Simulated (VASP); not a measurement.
C:

```xyz
8
Lattice="2.5221 0.0000 0.0000 -1.2611 2.1842 0.0000 0.0000 0.0000 8.2371" Properties=species:S:1:pos:R:3 pbc="T T T"
C     1.2611    0.7281    6.9501
C     0.0000    1.4561    2.8315
C     1.2611    0.7281    5.4056
C     0.0000    1.4561    1.2870
C     0.0000    0.0000    7.4649
C     0.0000    0.0000    3.3463
C     0.0000    0.0000    4.8908
C     0.0000    0.0000    0.7722
```

This is a hexagonal form of diamond, not graphite.

Base run:

| Quantity | Value |
| --- | --- |
| Program | VASP 6.6.1 |
| Functional | TPSS |
| Potentials or basis | VASP PAW PBE potentials, release 64 (C) |
| Cutoff | 520 eV |
| k mesh | 12 × 12 × 4 |
| Occupations | fermi-dirac, width 0.05 eV |
| Spin | no spin polarisation |

Its results: band gap on the k mesh 4.43 eV, indirect (least direct gap 5.40 eV); pressure 2.3 GPa; largest force 0.333 eV/Å.

Question: The run is repeated on the same cell with these changes: functional from TPSS to SCAN. What comes out?

Answer: Band gap on the k mesh 4.80 eV, indirect (least direct gap 5.69 eV); pressure -3.7 GPa; largest force 0.353 eV/Å.

Caveats: the PAW data sets were made with another functional, which shifts forces and pressure a little.
